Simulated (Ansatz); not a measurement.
BeS and its competing phases

The calculation used DFT PBE, scalar-relativistic, plane waves, PAW (Ansatz 0.2.0). Settings: cutoff 420 eV, Γ-centred meshes spaced at most about 0.3 Å⁻¹ (2π included), Gaussian smearing. No spin polarisation.

Energies over the elements count from the elements' standard structures at the same level, with no fitted energy shifts.

These are static total energies at zero pressure. The reference form of S is held partly by dispersion forces, which this level lacks.

The competitors are the elements and 1 reference phase of this chemical system (from databases or known types: BeS), relaxed at the same level; other known phases may be missing.

The candidate was reached from: 3-connected net, two elements alternating.

```
Be S
1.0
     4.40207    0.00000    0.00000
     0.00000    4.40207    0.00000
     0.00000    0.00000   13.97184
Be S
8 8
Direct
  0.37506 0.87107 0.94242
  0.37107 0.12495 0.19242
  0.12495 0.37107 0.80758
  0.87107 0.37506 0.05758
  0.62494 0.12893 0.44242
  0.62893 0.87506 0.69242
  0.87506 0.62893 0.30758
  0.12893 0.62494 0.55758
  0.02719 0.57033 0.93561
  0.07033 0.47281 0.18561
  0.47281 0.07033 0.81439
  0.57033 0.02719 0.06439
  0.97281 0.42967 0.43561
  0.92967 0.52719 0.68561
  0.52719 0.92967 0.31439
  0.42967 0.97281 0.56439
```

Question: Is it stable, and against what?

Answer: Not the lowest form: another structure of the same formula lies lower. Its formation energy is -0.759 eV/atom. The lowest competing phase at this composition is this:

```
phase      space group  source  share of atoms  ΔE_f (eV/atom)
  BeS  F-43m (No. 216)     COD          1.0000          -1.070
```

The candidate lies 0.31 eV/atom above this phase. The candidate matches no cell in the subsets of the Crystallography Open Database and the Materials Project at hand. The margin is far too high for a likely synthesis.
